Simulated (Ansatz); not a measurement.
# BaTiO3 (P1) in Ansatz: relaxation of cell and atoms with r2SCAN

Aim: the relaxation of cell and atoms of BaTiO3 with r2SCAN.

All numbers are computed with Ansatz 0.2.0; they aren't measurements. Logs are shortened: lines on timing, memory, paths and dates and some standing lists are left out, and cuts for length are marked.

## 1. The structure

The typed cell holds 10 atoms: a = 4.004 Å, b = 5.655 Å, c = 5.670 Å, α = 90.00°, β = 90.21°, γ = 90.00°.

## 2. Relaxation of cell and atoms, r2SCAN

input.yaml reads:

```yaml
crystal:
  lattice:
    - [-2.82766816, -1.63255497, -2.31773161]
    - [2.82766816, -4.89766492, 0.0]
    - [-2.82766816, -1.63255497, 4.63546322]
  atoms:
    - { symbol: Ba, position: [0.01574546, 0.99510673, 0.97325899] }
    - { symbol: Ba, position: [0.98425454, 0.50489327, 0.52674101] }
    - { symbol: Ti, position: [0.50385971, 0.9895382, 0.503622] }
    - { symbol: Ti, position: [0.46814029, 0.5104618, 0.024378] }
    - { symbol: O, position: [0.53055, 0.23162339, 0.73315727] }
    - { symbol: O, position: [0.48625, 0.75827661, 0.23994273] }
    - { symbol: O, position: [0.47921711, 0.75734423, 0.73348461] }
    - { symbol: O, position: [0.53758289, 0.25275577, 0.23961539] }
    - { symbol: O, position: [0.99088784, 0.02893112, 0.47950327] }
    - { symbol: O, position: [0.04611216, 0.47106888, 0.00369673] }
hamiltonian:
  xc: r2scan
  pseudopotentials: { kind: paw }
kpoints:
  mp_grid: { grid: [7, 5, 5] }
scf:
  occupations: { method: fermi_dirac, width: 0.05 }
output:
  forces: true
  stress: true
  eigenvalues: true
relax:
  f_tol: 0.01
  max_steps: 40
  cell: { stress_tol: 0.05 }
```

Potentials or basis: Ansatz PAW.

Run with:

```console
> ansatz run input.yaml --threads 4 --pin off --max-ram 11264MiB --backend cpu --events-out ev --progress --plain --runs-dir out
```

What it wrote:

```text
Warning: RAYON_NUM_THREADS=4 ignored (pool sized by the plan → 4); use --threads N
Engine: ansatz 0.2.0, aarch64-unknown-linux-gnu
Pseudopotentials: kind: paw
Pseudopotential: Ba, paw, valence charge 10, recommended cutoff 500 eV (meta_gga), Ba.paw.azcp
Pseudopotential: Ti, paw, valence charge 12, recommended cutoff 500 eV (meta_gga), Ti.paw.azcp
Pseudopotential: O, paw, valence charge 6, recommended cutoff 500 eV (meta_gga), O.paw.azcp
Functional definition: r2SCAN
  parameter k0 = 0.174
  parameter k1 = 0.065
  parameter a1 = 4.9479
  exchange = r2scan_x(k0 = k0, k1 = k1, a1 = a1)
  correlation = r2scan_c
Crystal: 10 atoms, lattice volume = 128.393 Å³
Basis set: ecut = 500 eV, 3275 PW (Γ), exchange–correlation on 120×180×180 points (64 copies of the dense FFT grid, shifted against one another)
Bands: 50, of which v1, the nominal top of the filled ones, is band 40 counted from 1 (39 counted from 0)
Symmetry: 1 space group operations
Space group: P1 (ITA 1), of the structure as read, at distance tolerance 5.0e-5 Å
k-points: 88 of 175 (time reversal used)
Non-local potential: Ba, projectors of the file, l = 0: 3, l = 1: 2, l = 2: 2, l = 3: 2
Non-local potential: Ti, projectors of the file, l = 0: 3, l = 1: 2, l = 2: 3, l = 3: 1
Non-local potential: O, projectors of the file, l = 0: 2, l = 1: 2, l = 2: 1
PAW form: soft (Blöchl's): semilocal exchange-correlation on the pseudo side does not see the compensation charge
PAW frozen core: Ba, regenerated for the run's functional (the file was generated under x = pbe(κ = 0.804, μ = 0.2195149727645171), c = pbe(β = 0.06672455060314922))
PAW frozen core: Ti, regenerated for the run's functional (the file was generated under x = pbe(κ = 0.804, μ = 0.2195149727645171), c = pbe(β = 0.06672455060314922))
PAW frozen core: O, regenerated for the run's functional (the file was generated under x = pbe(κ = 0.804, μ = 0.2195149727645171), c = pbe(β = 0.06672455060314922))
PAW one-centre angular grid: Ba, 302 points (default); XC on 160 Gauss nodes
PAW one-centre angular grid: Ti, 590 points (default); XC on 160 Gauss nodes
PAW one-centre angular grid: O, 302 points (default); XC on 160 Gauss nodes
Initial density: superposition of atomic densities (neutral atoms: chi_scale 0, normalization atom), corrected by the library's trained network
Initial wavefunctions: pseudopotential atomic-orbital guess
Functional: x = r2scan, c = r2scan; τ floored in thin density (d = 2e-4 eV/Å³)
SCF iter   1: F=—  HF=-20366.452638 eV  |F-HF|=—  |Δ(HF+E_count)|=         —  Δρ=2.14e-2  dr2=7.38e-1  dr2_τ=5.31e-1  ethr=1.77e-3  ⟨swp⟩=7.4  Hψ=19685  notcnv=0  defer=4
preconditioner: auto → Resta (q_TF=auto, 2.521 Å⁻¹)  ε∞=4.9  [insulator: Δε(μ)=3.113 eV  Ē_g=13.255 eV  σ=0.050 eV  W_gap=1.00  n_scr=38 (ndim 8)  ℏωp=26.2 eV  f_vac=0.000  D(μ)=0.00/eV (n_scr^D=0)  ε∞_Penn≈4.9]
SCF iter   2: F=—  HF=-20366.674144 eV  |F-HF|=—  |Δ(HF+E_count)|=   2.22e-1  Δρ=1.11e-2  dr2=9.72e-2  dr2_τ=4.02e-2  ethr=9.22e-4  ⟨swp⟩=4.0  Hψ=9727  notcnv=0  defer=286
SCF iter   3: F=—  HF=-20366.661144 eV  |F-HF|=—  |Δ(HF+E_count)|=   1.30e-2  Δρ=3.64e-3  dr2=1.18e-2  dr2_τ=9.12e-4  ethr=1.22e-4  ⟨swp⟩=2.0  Hψ=6670  notcnv=0  defer=286
SCF iter   4: F=—  HF=-20366.659944 eV  |F-HF|=—  |Δ(HF+E_count)|=   1.20e-3  Δρ=1.76e-3  dr2=3.51e-3  dr2_τ=4.58e-4  ethr=1.48e-5  ⟨swp⟩=2.0  Hψ=7017  notcnv=0  defer=286
SCF iter   5: F=—  HF=-20366.659463 eV  |F-HF|=—  |Δ(HF+E_count)|=   4.81e-4  Δρ=5.79e-4  dr2=3.93e-4  dr2_τ=4.52e-5  ethr=4.38e-6  ⟨swp⟩=2.0  Hψ=6624  notcnv=0  defer=286
SCF iter   6: F=—  HF=-20366.659426 eV  |F-HF|=—  |Δ(HF+E_count)|=   3.70e-5  Δρ=1.60e-4  dr2=2.62e-5  dr2_τ=4.13e-6  ethr=4.92e-7  ⟨swp⟩=2.0  Hψ=6072  notcnv=0  defer=286
SCF iter   7: F=—  HF=-20366.659439 eV  |F-HF|=—  |Δ(HF+E_count)|=   1.34e-5  Δρ=9.23e-5  dr2=9.96e-6  dr2_τ=1.23e-6  ethr=3.27e-8  ⟨swp⟩=2.0  Hψ=6776  notcnv=0  defer=286
SCF iter   8: F=—  HF=-20366.659438 eV  |F-HF|=—  |Δ(HF+E_count)|=   8.51e-7  Δρ=2.14e-5  dr2=4.86e-7  dr2_τ=5.71e-8  ethr=1.25e-8  ⟨swp⟩=2.0  Hψ=6499  notcnv=0  defer=286
SCF iter   9: F=—  HF=-20366.659439 eV  |F-HF|=—  |Δ(HF+E_count)|=   2.05e-7  Δρ=9.78e-6  dr2=1.24e-7  dr2_τ=1.14e-8  ethr=1.25e-10  ⟨swp⟩=11.6  Hψ=20570  notcnv=0
[... 258 lines left out ...]
SCF iter   4: F=—  HF=-20367.674927 eV  |F-HF|=—  |Δ(HF+E_count)|=   6.28e-9  Δρ=9.71e-7  dr2=1.00e-9  dr2_τ=1.78e-10  ethr=5.36e-12  ⟨swp⟩=2.0  Hψ=7040  notcnv=0
SCF iter   5: F=-20367.674927 eV  HF=-20367.674927 eV  |F-HF|=3.46e-10  |Δ(HF+E_count)|=  6.18e-11  Δρ=4.47e-7  dr2=5.82e-11  dr2_τ=5.61e-11  ethr=1.00e-12  ⟨swp⟩=3.1  Hψ=17666  notcnv=0
SCF 18 converged in 5 iterations: F = -20367.674927 eV  dr2 = 5.82e-11
relax step  18: F+E_penalty+E_count = -20367.67492699 eV  Δ(F+E_penalty+E_count) = -8.001e-4 eV  max|allowed force component| = 8.388e-3 eV/Å  Δτ_max = 0.0000 Å  P = -0.030 GPa  Ω = 130.299 Å³  stress off target by 3.63e-2 GPa  SCF on the basis re-selected at this cell (its energy is not comparable with the rows above)  (5 SCF iters)
basis re-selected at this cell: Δ(F+E_penalty+E_count) = -8.001e-4 eV, ΔP = -0.009 GPa vs the last step (what re-selecting the basis moved, of the pressure what is left beyond the Pulay correction that the steps carried, after the strain that the cell walked since its last selection, with what the two solves' SCF thresholds leave and, on support functions, any second-order correction that the steps lacked; it is no measure of the basis error at this ecutwfc). This SCF's stress stands 3.63e-2 GPa from its target on what of the cell is left free (relax.cell.stress_tol is 5.00e-2 GPa) and its largest allowed force component is 8.39e-3 eV/Å (relax.f_tol is 1.00e-2 eV/Å): within both
SCF converged after 5 iterations
Free energy (F): -20367.674927 eV
Harris-Foulkes:  -20367.674927 eV  (|F-HF|=3.46e-10)
Internal energy: -20367.674927 eV  (E = F + TS)
E sigma→0 (E₀):  -20367.674927 eV
Fermi energy:    11.146697 eV
--- Per-component energies (eV) ---
  E_band       = -363.763688
  E_kinetic    = 1948.264321
  E_local      = -4279.423446  (includes V_loc(G=0)·N_el)
  E_nonlocal   = 399.698811
  E_hartree    = 1672.663000
  E_xc         = -950.480538
  E_vxc        = -1208.525069  (∫ρ·V_xc dr)
  E_paw        = -13570.611479  (= ΣΔE_a)
  E_vpaw       = -642.840322  (= ΣTr[D̂ρ^β])
  E_aug_tail   = 0.006348  (compensation charges beyond the density's cutoff)
  E_vtau       = 73.729531  (kinetic-family band-sum trace: ∫τ·v_τ [+ j·A + Jᵃ·Aᵃ] dr)
  E_ewald      = -5587.234216
  E_core_change = -0.557728  (= ΣΔE_core)
  E_smearing   = -0.000000  (= −TS)
  E_closure    = -0.000000  (closes the sum)
  Σ components = -20367.674927   (vs F -20367.674927, Δ=0.00e0)
--- Forces (eV/Å), atoms counted from 1 ---
  atom   1  Ba     0.00406525    -0.00421694    -0.00089737
  atom   2  Ba    -0.00335427     0.00418415     0.00205991
  atom   3  Ti    -0.00006588    -0.00838266     0.00424007
  atom   4  Ti    -0.00469022     0.00492985    -0.00284860
  atom   5  O     -0.00068089     0.00467273    -0.00308727
  atom   6  O      0.00060242    -0.00114289     0.00071795
  atom   7  O      0.00237589    -0.00159458    -0.00223675
  atom   8  O      0.00027382     0.00010512    -0.00060026
  atom   9  O      0.00027213     0.00136097     0.00078009
  atom  10  O      0.00128061     0.00013612     0.00188840
  max |Σ_I F_I| component: 7.89e-5 eV/Å
--- Stress (GPa, compression-positive) ---
       -0.027604       0.003399       0.004445
        0.003399      -0.034595       0.000269
        0.004445       0.000269      -0.028109
  P = ⅓ Tr σ = -0.0301 GPa (-0.301 kbar)
--- Band table (eV; the first three rows and the last of 88) ---
  k-point 0: bands = ["-48.7895", "-48.7877", "-24.0330", "-24.0306", "-23.9829", "-23.9822", "-23.9793", "-23.9768", "-15.6213", "-15.4236", "-8.0105", "-7.6899", "-7.3868", "-7.3859", "-7.3182", "-7.3132", "-0.4691", "-0.4624", "-0.3917", "-0.3911", "-0.3905", "-0.0344", "5.5519", "5.8216", "6.0287", "7.0885", "7.0941", "7.4719", "7.4727", "7.4781", "8.0795", "8.3448", "8.3457", "8.6184", "8.8249", "8.8790", "9.1576", "9.2798", "9.2800", "9.6459", "12.5669", "12.5706", "12.7235", "13.9431", "13.9486", "14.2965", "14.5735", "14.5742", "15.1260", "15.4258"]
  k-point 1: bands = ["-48.7894", "-48.7879", "-24.0282", "-24.0261", "-23.9877", "-23.9861", "-23.9800", "-23.9772", "-15.5993", "-15.4391", "-8.0094", "-7.7883", "-7.3804", "-7.3771", "-7.3209", "-7.2814", "-0.4544", "-0.3962", "-0.3746", "-0.3607", "-0.3002", "-0.0721", "5.7264", "6.0138", "6.1682", "7.1224", "7.1908", "7.2107", "7.3653", "7.4392", "8.0596", "8.1620", "8.1846", "8.6170", "8.6231", "8.7928", "8.8472", "9.2189", "9.2289", "9.5358", "12.7067", "12.7121", "12.8609", "13.7806", "13.8358", "14.1540", "14.7049", "14.9618", "15.1455", "15.7761"]
  k-point 2: bands = ["-48.7890", "-48.7883", "-24.0157", "-24.0141", "-24.0003", "-23.9988", "-23.9794", "-23.9780", "-15.5445", "-15.4832", "-7.9962", "-7.9281", "-7.3631", "-7.3405", "-7.3347", "-7.2804", "-0.4342", "-0.4116", "-0.2794", "-0.2060", "-0.1613", "-0.1601", "6.1131", "6.5430", "6.6245", "6.6390", "7.0156", "7.2218", "7.3442", "7.4327", "7.4595", "7.8291", "8.0891", "8.2023", "8.6380", "8.6802", "8.7717", "8.9730", "9.1607", "9.3009", "12.9931", "13.0859", "13.2926", "13.3999", "13.5201", "13.7762", "14.9477", "15.1125", "15.8521", "16.5813"]
  k-point 87: bands = ["-48.7884", "-48.7872", "-24.0310", "-24.0307", "-24.0266", "-24.0113", "-23.9977", "-23.9794", "-15.4789", "-15.3850", "-8.0421", "-7.3998", "-7.3338", "-7.2282", "-7.2198", "-7.1953", "-0.8802", "-0.8432", "-0.6883", "-0.3474", "-0.1833", "-0.1570", "5.5634", "5.8169", "6.0711", "6.5165", "6.5669", "6.8566", "7.0019", "7.0949", "7.3170", "7.3724", "7.5776", "8.1852", "8.3987", "8.7646", "9.0706", "9.2815", "9.3389", "9.6362", "13.0634", "13.8029", "13.9451", "14.1641", "14.2931", "14.4098", "14.9948", "16.7162", "16.7209", "17.5014"]
--- Relaxed structure (17 steps of the walk, 12 accepted, 1 SCFs on fresh bases) ---
  F+E_penalty+E_count = -20367.67492699 eV   max|allowed force component| = 8.388e-3 eV/Å   (the final SCF, on the basis selected at the relaxed cell)
  cell:  # Å, volume = 130.2986 Å³
    - [-2.8496570175602365, -1.6452486530476367, -2.3142619771789312]
    - [2.840755138149014, -4.919715747887773, -0.0004308766932414401]
    - [-2.861225593523232, -1.6513160596172332, 4.646911531449806]
  atoms:
    - { symbol: Ba, position: [0.011258603199224781, 0.9998871595275414, 1.0028211814227905] }
    - { symbol: Ba, position: [1.0112492061807323, 0.5000507236900863, 0.5027766523558377] }
    - { symbol: Ti, position: [0.5246225741272874, 0.9999248986725037, 0.5162810252261136] }
    - { symbol: Ti, position: [0.5245776972641817, 0.49995677298320074, 0.016298126052086415] }
    - { symbol: O, position: [0.49829655620909463, 0.2452204872405475, 0.7349590402063273] }
    - { symbol: O, position: [0.49832487231792943, 0.7451946025556018, 0.23496648343949883] }
    - { symbol: O, position: [0.4983307487273204, 0.7548563661852009, 0.7349515281477514] }
    - { symbol: O, position: [0.49832635420265997, 0.2548795797302182, 0.23492775118515735] }
    - { symbol: O, position: [0.9887960407719052, 1.2734223992155548e-5, 0.48970878940043105] }
    - { symbol: O, position: [-0.011182653000335626, 0.500016675191108, -0.010290577435994616] }
```

It took 14 min on 4 threads of Arm Neoverse V1, shared host; peak memory 1.1 GiB.

Results:

| Item | Value |
| --- | --- |
| Free energy | -20367.6749 eV |
| Relaxed volume | 13.03 Å³/atom |
| Relaxed cell | a = 4.023 Å, b = 5.681 Å, c = 5.702 Å, α = 90.01°, β = 89.71°, γ = 90.00° |
| Space group after relaxing (to 0.05 Å) | R3m (No. 160) |
| Energy gained by relaxing | 101.5 meV/atom |
| Ionic steps | 13 |
| Pressure after relaxing | 0.0 GPa |
| Largest force after relaxing | 0.009 eV/Å |
| Band gap on the k mesh | 2.88 eV, indirect (least direct gap 2.92 eV) |

Forces in eV/Å, atoms in the order of the input:
```
Ba   0.004 -0.004 -0.001
Ba  -0.003  0.004  0.002
Ti   0.000 -0.008  0.004
Ti  -0.005  0.005 -0.003
O   -0.001  0.005 -0.003
O    0.001 -0.001  0.001
O    0.002 -0.002 -0.002
O    0.000  0.000 -0.001
O    0.000  0.001  0.001
O    0.001  0.000  0.002
```

The path:
```csv
step,energy change (eV),largest force (eV/Å),volume (Å³)
1,0.0000,3.2775,128.39
2,-0.7223,1.6636,131.00
3,-1.0045,0.0973,129.57
4,-1.0045,0.1463,130.23
5,-1.0085,0.0379,130.17
6,-1.0095,0.0152,130.25
7,-1.0102,0.0048,130.24
8,-1.0102,0.0229,130.24
9,-1.0119,0.0697,130.34
10,-1.0144,0.0270,130.37
11,-1.0147,0.0024,130.27
12,-1.0147,0.0092,130.30
13,-1.0155,0.0094,130.30
```

Final structure:
```xyz
10
Lattice="-2.8497 -1.6452 -2.3143 2.8408 -4.9197 -0.0004 -2.8612 -1.6513 4.6469" Properties=species:S:1:pos:R:3 pbc="T T T"
Ba   -0.0609   -6.5937    4.6335
Ba   -2.8997   -4.9541   -0.0042
Ti   -0.1316   -6.6350    1.1846
Ti   -0.1212   -3.3496   -1.1385
O    -2.8262   -3.2399    2.2620
O     0.0246   -4.8740   -0.0617
O    -1.3786   -5.7472    2.2617
O    -1.3682   -2.4617   -0.0617
O    -4.2189   -2.4355   -0.0127
O     1.4817   -2.4245   -0.0222
```

Levels at points of the mesh, in eV from the valence-band top:
| k point | band 36 | band 37 | band 38 | band 39 | band 40 | band 41 | band 42 | band 43 | band 44 | band 45 |
| --- | --- | --- | --- | --- | --- | --- | --- | --- | --- | --- |
| (0.00, 0.00, 0.00) | -0.81 | -0.53 | -0.41 | -0.41 | -0.04 | 2.88 | 2.88 | 3.03 | 4.25 | 4.26 |

Caveat: odd divisions of the mesh miss points on the zone boundary, where band edges often lie, so the gap on the mesh can be too wide; the plane-wave basis is chosen anew once the cell has moved, so the energies of steps on either side of that aren't comparable; spin-orbit coupling is left out, which moves the levels of the heavy elements; the PAW data sets come from PBE, with cores solved anew for the run's functional, which leaves a small shift of forces and pressure. r2SCAN opens gaps a little over a GGA but as a rule still falls short of measured ones.
